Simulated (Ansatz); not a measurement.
# BaTe: the cost of one run

Computed with Ansatz 0.2.0 (DFT LDA, scalar-relativistic, plane waves, PAW, unless a step's input says otherwise).

### 1 The structure to begin with

The structure is cubic, space group Pm-3m (No. 221). Conventional cell: a = 4.117 Å, b = 4.117 Å, c = 4.117 Å, α = 90.00°, β = 90.00°, γ = 90.00°. Around Ba (site symmetry m-3m) lie 8 Te at 3.57 Å. Te (site symmetry m-3m) has 8 Ba at 3.57 Å as nearest neighbours.

Coordinates:

```cif
data_structure
_symmetry_space_group_name_H-M 'P 1'
_symmetry_Int_Tables_number 1
_cell_length_a 4.1167
_cell_length_b 4.1167
_cell_length_c 4.1167
_cell_angle_alpha 90.000
_cell_angle_beta 90.000
_cell_angle_gamma 90.000
_cell_volume 69.77
loop_
_atom_site_label
_atom_site_type_symbol
_atom_site_fract_x
_atom_site_fract_y
_atom_site_fract_z
_atom_site_occupancy
Ba1 Ba 0.00000 0.00000 0.00000 1
Te1 Te 0.50000 0.50000 0.50000 1
```

It goes back to an entry of the Materials Project, which need not be the stable form.

This cell was relaxed beforehand with the same method: volume 34.88 Å³/atom, gap on the mesh 0.54 eV.

### 2 The reference cell

The reference gives a free energy of -12610.1896 eV, pressure -0.04 GPa, largest force 0.000 eV/Å and gap on the mesh 0.54 eV. It was computed beforehand with the settings of the runs below.

### 3 The scan: one atom moved over a plane

Atom 1 (Ba) is moved by p along (0.000, 1.000, 0.000) and q along (0.000, 0.000, 1.000) (Å), all else fixed; its images in the other cells move with it. Points alike by symmetry are run once.

### 4 p = -0.300, q = -0.300

input.yaml

```yaml
crystal:
  lattice:
    - [4.116680726, 0.0, 0.0]
    - [0.0, 4.116680726, 0.0]
    - [0.0, 0.0, 4.116680726]
  atoms:
    - { symbol: Ba, position: [0.0, -0.072874245, -0.072874245] }
    - { symbol: Te, position: [0.5, 0.5, 0.5] }
basis:
  ecutwfc: 420
kpoints:
  mp_grid: { grid: [8, 8, 8] }
hamiltonian:
  xc: lda
scf:
  occupations: { method: gaussian, width: 0.05 }
output:
  forces: true
  stress: true
  eigenvalues: true
```

Q: Estimate wall time and peak memory on 1 thread of an Arm CPU, shared host.

About 17 s, with a peak of 0.42 GiB.
